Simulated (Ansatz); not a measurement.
## Be: band structure with PBE

The system is Be.

```
Be
1.0
     2.28530    0.00000    0.00000
    -1.14265    1.97913    0.00000
     0.00000    0.00000    3.58420
Be
2
Direct
  0.66667 0.33333 0.75000
  0.33333 0.66667 0.25000
```

- Program: Ansatz 0.2.0
- Task: band structure
- Functional: PBE
- Potentials or basis: all-electron LAPW, scalar-relativistic
- Cutoff: 140 eV (chosen from the basis error)
- Basis error allowed: 0.001 eV/atom
- k mesh: 13 × 13 × 8
- Occupations: fermi-dirac, width 0.05 eV
- Spin: no spin polarisation

- Pressure: -2.8 GPa
- Band gap along the path: none (metal or under the smearing width)

Stress tensor (GPa, compression positive):
```
-2.47  0.00  0.00
 0.00 -2.47  0.00
 0.00  0.00 -3.57
```

Levels at the corners of the path, in eV from the Fermi level:
| point | band 3 | band 4 | band 5 | band 6 | band 7 | band 8 |
| --- | --- | --- | --- | --- | --- | --- |
| Γ | -11.06 | -4.17 | 1.24 | 15.76 | 15.76 | 18.58 |
| M | -4.78 | -2.98 | 3.73 | 6.57 | 6.79 | 9.32 |
| K | -2.29 | -0.88 | -0.88 | 6.74 | 6.74 | 6.86 |
| Γ | -11.06 | -4.17 | 1.24 | 15.76 | 15.76 | 18.58 |
| A | -8.91 | -8.91 | 10.77 | 10.77 | 17.39 | 17.39 |
| L | -3.41 | -3.41 | 1.63 | 1.63 | 11.90 | 11.90 |
| H | -0.97 | -0.97 | 0.52 | 0.52 | 6.22 | 6.22 |
| A | -8.91 | -8.91 | 10.77 | 10.77 | 17.39 | 17.39 |

Wall time 1.9 s on 1 thread of Arm Neoverse V2 (shared host), peak memory 0.2 GiB.
